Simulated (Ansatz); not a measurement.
Input and command of a plane-wave DFT calculation in Ansatz:

```yaml
crystal:
  lattice:
    - [5.4442106826, 0.0, 0.0]
    - [0.0, -5.4442106826, 0.0]
    - [0.0, 0.0, -5.4442106826]
  atoms:
    - { symbol: Si, position: [0.5, 0.9380075424, 1.0] }
    - { symbol: Si, position: [0.0, 0.5, 1.0] }
    - { symbol: Si, position: [0.0, 1.0, 0.5] }
    - { symbol: Si, position: [0.5, 0.5, 0.5] }
    - { symbol: Si, position: [0.75, 0.75, 0.75] }
    - { symbol: Si, position: [0.25, 0.25, 0.75] }
    - { symbol: Si, position: [0.25, 0.75, 0.25] }
    - { symbol: Si, position: [0.75, 0.25, 0.25] }
basis:
  ecutwfc: 500
kpoints:
  mp_grid: { grid: [6, 6, 6] }
hamiltonian:
  xc: r2scan
scf:
  occupations: { method: gaussian, width: 0.05 }
output:
  forces: true
  stress: true
  eigenvalues: true
  write_density: true
  write_potential: true
  elf: true
  volumetric_format: npy
```

```bash
ansatz run input.yaml --threads 1 --pin off --max-ram 2560MiB --backend cpu --events-out ev --progress --plain --runs-dir out
```

Processor: Intel(R) Xeon(R) Processor @ 2.70GHz, 1 thread, on a host shared with other jobs.

Problem. How long does it run, and how much memory does it take?

Solution. About 36 s on 1 thread of Intel(R) Xeon(R) Processor @ 2.70GHz, on a shared host, peak memory 0.67 GiB. It solves 24 bands at 52 k points (the mesh reduced by symmetry) with about 4067 plane waves, in 6 SCF iterations.
